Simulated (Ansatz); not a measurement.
# C3H6O (SMILES CC(C)=O) at MP2/cc-pVDZ

What is the energy change on altering one bond length of C3H6O at MP2/cc-pVDZ? 

The results are computed with Ansatz 0.2.0.

48 further runs of the same task are left out: 48 set aside as unsound or not needed.

**1. The system as given**

C3H6O has 10 atoms, charge 0, and is taken as a singlet. SMILES: `CC(C)=O`. The shape is that of a PBE0-D4/def2-TZVP optimisation.

Bond lengths: C1–C2 1.506 Å, C2–C3 1.506 Å, C2–O4 1.206 Å, C1–H5 1.093 Å, C1–H6 1.094 Å, C1–H7 1.088 Å, C3–H8 1.094 Å, C3–H9 1.088 Å, C3–H10 1.093 Å. Some angles: C1–C2–C3 116.4°, C1–C2–O4 121.8°, C3–C2–O4 121.8°, C2–C1–H5 110.6°, C2–C1–H6 109.7°, C2–C1–H7 110.1°, C2–C3–H8 109.7°, C2–C3–H9 110.1°, C2–C3–H10 110.6°, H5–C1–H6 106.8°.

**2. A single-point energy at MP2/cc-pVDZ**

File in.yaml:

```yaml
crystal:
  periodic: [false, false, false]
  atoms:
    - {symbol: C, position_ang: [-0.763500, 0.843700, -0.605500]}
    - {symbol: C, position_ang: [0.498000, 0.046700, -0.400600]}
    - {symbol: C, position_ang: [0.525100, -0.866200, 0.797100]}
    - {symbol: O, position_ang: [1.435000, 0.134800, -1.154100]}
    - {symbol: H, position_ang: [-1.637300, 0.186500, -0.611300]}
    - {symbol: H, position_ang: [-0.898500, 1.540800, 0.227000]}
    - {symbol: H, position_ang: [-0.707800, 1.399400, -1.539600]}
    - {symbol: H, position_ang: [-0.233900, -1.646100, 0.683600]}
    - {symbol: H, position_ang: [1.506700, -1.325600, 0.895800]}
    - {symbol: H, position_ang: [0.276100, -0.314000, 1.707400]}
basis:
  gaussian:
    orbitals: cc-pVDZ
correlation:
  method: mp2
  frozen_orbitals: {C: 1, H: 0, O: 1}
accuracy: high
```

Launch:

```console
ansatz run in.yaml --threads 1 --pin off --max-ram 3480MiB --events-out events.jsonl --progress --plain --runs-dir runs
```

Log:

```text
Warning: RAYON_NUM_THREADS=1 ignored (pool sized by the plan → 1); use --threads N
Functional definition: HF
  name "HF"
  exchange = exact_x
  correlation = 0
2093 factors; integrals over basis functions are off by at most 3.5e-9 eV
mean field evaluation 1: about -5220.5211 eV, gradient 3.8e1 eV
mean field evaluation 2: about -5220.5242 eV, gradient 3.8e1 eV
mean field evaluation 4: about -5223.8932 eV, gradient 4.7e0 eV
mean field evaluation 8: about -5223.9766 eV, gradient 4.7e-1 eV
mean field -5223.97824780 eV, -191.9776596669 hartree, gradient 2.9e-8 eV, S^2 0.000000; 0 other end points of the search recorded, 0 dependent functions left out
4 core orbitals not correlated: weight in the atoms' cores, before any rotation towards them, 1.000 or more for the frozen orbitals, at most 0.000 for the correlated occupied ones
reference -5223.97824780 eV, -191.9776596669 hartree; 12, 12 occupied and 70, 70 virtual orbitals, 2093 factors
second order -16.28203311 eV of doubles, -0.00000000 eV of singles
Total energy: -5240.26028091 eV, -192.5760133475 hartree
```

It took 2.7 s on 1 thread of Arm Neoverse V2, shared host; peak memory 0.23 GiB.

**3. The distorted shape at the same level**

File in.yaml:

```yaml
crystal:
  periodic: [false, false, false]
  atoms:
    - {symbol: C, position_ang: [-1.141923, 1.082783, -0.666966]}
    - {symbol: C, position_ang: [0.498000, 0.046700, -0.400600]}
    - {symbol: C, position_ang: [0.525100, -0.866200, 0.797100]}
    - {symbol: O, position_ang: [1.435000, 0.134800, -1.154100]}
    - {symbol: H, position_ang: [-2.015723, 0.425583, -0.672766]}
    - {symbol: H, position_ang: [-1.276923, 1.779883, 0.165534]}
    - {symbol: H, position_ang: [-1.086223, 1.638483, -1.601066]}
    - {symbol: H, position_ang: [-0.233900, -1.646100, 0.683600]}
    - {symbol: H, position_ang: [1.506700, -1.325600, 0.895800]}
    - {symbol: H, position_ang: [0.276100, -0.314000, 1.707400]}
basis:
  gaussian:
    orbitals: cc-pVDZ
correlation:
  method: mp2
  frozen_orbitals: {C: 1, H: 0, O: 1}
accuracy: high
```

Launch:

```console
ansatz run in.yaml --threads 1 --pin off --max-ram 3480MiB --events-out events.jsonl --progress --plain --runs-dir runs
```

Log:

```text
Warning: RAYON_NUM_THREADS=1 ignored (pool sized by the plan → 1); use --threads N
[... 4 set-up lines as earlier in the session ...]
2069 factors; integrals over basis functions are off by at most 3.0e-9 eV
mean field evaluation 1: about -5218.9818 eV, gradient 3.7e1 eV
mean field evaluation 2: about -5218.9845 eV, gradient 3.7e1 eV
mean field evaluation 4: about -5222.3507 eV, gradient 4.7e0 eV
mean field evaluation 8: about -5222.4448 eV, gradient 2.4e-1 eV
mean field -5222.44520293 eV, -191.9213213073 hartree, gradient 2.8e-8 eV, S^2 0.000000; 0 other end points of the search recorded, 0 dependent functions left out
4 core orbitals not correlated: weight in the atoms' cores, before any rotation towards them, 1.000 or more for the frozen orbitals, at most 0.000 for the correlated occupied ones
reference -5222.44520293 eV, -191.9213213073 hartree; 12, 12 occupied and 70, 70 virtual orbitals, 2069 factors
second order -16.55901801 eV of doubles, -0.00000000 eV of singles
Total energy: -5239.00422095 eV, -192.5298539952 hartree
```

It took 2.6 s on 1 thread of Arm Neoverse V2, shared host; peak memory 0.22 GiB.

**4. Summary of results**

Level: MP2/cc-pVDZ, 4 core orbitals frozen.

| quantity | value |
| --- | --- |
| first shape: total energy | -192.57601 Eh |
| first shape: correlation energy (4 core orbitals frozen) | -598.4 mEh |
| distorted shape: total energy | -192.52985 Eh |
| distorted shape: correlation energy (4 core orbitals frozen) | -608.5 mEh |
| energy change with the C1–C2 bond stretched from 1.506 to 1.958 Å | 1.256 eV |

What this shows: With the C1–C2 bond stretched from 1.506 to 1.958 Å the energy rises by 1.26 eV (121 kJ/mol). The first shape isn't relaxed at this level, so the change isn't measured from a minimum.
